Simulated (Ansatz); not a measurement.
Runs of Ansatz 0.2.0 on CdO (Monteponite). Symmetry: Fm-3m, No. 225, cubic system. Conventional cell: a = 4.699 Å, b = 4.699 Å, c = 4.699 Å, α = 90.00°, β = 90.00°, γ = 90.00°. Cd (site symmetry m-3m) is surrounded by 6 O at 2.35 Å. O (site symmetry m-3m) has 6 Cd at 2.35 Å as nearest neighbours. 

```tsv
task	level	potentials or basis	spin	cell	k mesh	cutoff (eV)	smearing	basis error allowed	mesh quality	gap on the mesh (eV)	pressure (GPa)
single point	PBEsol	all-electron LAPW, scalar-relativistic	off	as given	10 × 10 × 10	306	gaussian 0.05 eV	0.001 eV/atom	not flagged	none	-0.8
single point	PBE	all-electron LAPW, scalar-relativistic	off	as given	7 × 7 × 7	260	fermi-dirac 0.06 eV	0.004 eV/atom	coarse	none	6.1
elastic constants	PBE	all-electron LAPW, scalar-relativistic	off	as given	7 × 7 × 7	327	fermi-dirac 0.05 eV	0.001 eV/atom	coarse	none	6.1
relaxation of cell and atoms	RPBE+D3(BJ)	all-electron LAPW, scalar-relativistic	off	relaxed	10 × 10 × 10	-	fermi-dirac 0.05 eV	0.001 eV/atom	not flagged	-	0.0
single point	PBE	all-electron LAPW, scalar-relativistic	off	as given	10 × 10 × 10	306	gaussian 0.022 eV	0.001 eV/atom	not flagged	none	6.1
single point	PBE	all-electron LAPW, scalar-relativistic	off	as given	10 × 10 × 10	306	gaussian 0.013 eV	0.001 eV/atom	not flagged	none	6.1
band structure	revPBE	all-electron LAPW, scalar-relativistic	off	as given	10 × 10 × 10	306	fermi-dirac 0.05 eV	0.001 eV/atom	not flagged	-	9.4
single point	PBE	all-electron LAPW, scalar-relativistic	off	as given	5 × 5 × 5	283	fermi-dirac 0.06 eV	0.002 eV/atom	coarse	none	(a)
band structure	PBE	all-electron LAPW, relativistic spinors	SOC, no magnetisation	as given	7 × 7 × 7	306	fermi-dirac 0.05 eV	0.001 eV/atom	coarse	-	6.1
```

**Question.** Estimate the missing entries.

**Answer.** (a) 6.2.

Caveats: some runs use coarse meshes; this crystal is a semiconductor, whose small gap the functional closes, so the metal is an error of the method (some runs); the k mesh is thin for a metal, which can move the energy by tens of meV per atom (some runs); a metal's response needs a denser mesh (some runs); the cell is more than 3 GPa from zero pressure, which shifts response properties (some runs); elastic constants of metals need much finer meshes, so these are rough (some runs).

A k mesh can miss the band edges, and rows without SOC leave out spin-orbit coupling on Cd.

A gap of «none» marks a metal or a gap under the smearing width.

The runs don't all hold the same shells in valence.
